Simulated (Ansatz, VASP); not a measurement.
## One calculation of BeS, two programs

```
CELL_PARAMETERS angstrom
3.30088 0.00000 0.00000
-1.65044 2.85864 0.00000
0.00000 0.00000 5.24724
ATOMIC_POSITIONS crystal
Be 0.00000 0.00000 0.00000
Be 0.00000 0.00000 0.50000
S 0.33333 0.66667 0.25000
S 0.66667 0.33333 0.75000
```

Change from the starting cell: species swapped into the NiSe type (P6_3/mmc, No. 194).

Alike in both runs: functional PBE; k mesh 9 × 9 × 6; occupations gaussian, width 0.02 eV; no spin polarisation.

Ansatz relaxed the structure, and its values are those at the end. VASP's run is a single point on that final structure, the one shown.

|  | VASP | Ansatz |
| --- | --- | --- |
| version | VASP 6.6.1 | Ansatz 0.2.0 |
| potentials or method | VASP PAW PBE potentials, release 64 (Be, S) | scalar-relativistic, plane waves, PAW |
| plane-wave cutoff (eV) | 520 | 420 |
| valence electrons in the cell | 16 | 16 |

```tsv
	VASP	Ansatz	Ansatz less VASP
gap on the k mesh at the Fermi level (eV)	1.45	1.44	-0.008
least direct gap on the mesh (eV)	3.42	3.41	-0.009
pressure (GPa)	-0.1	0.0	+0.08
```

Caveats: an odd mesh through Γ misses points on the zone boundary, where band edges often lie.
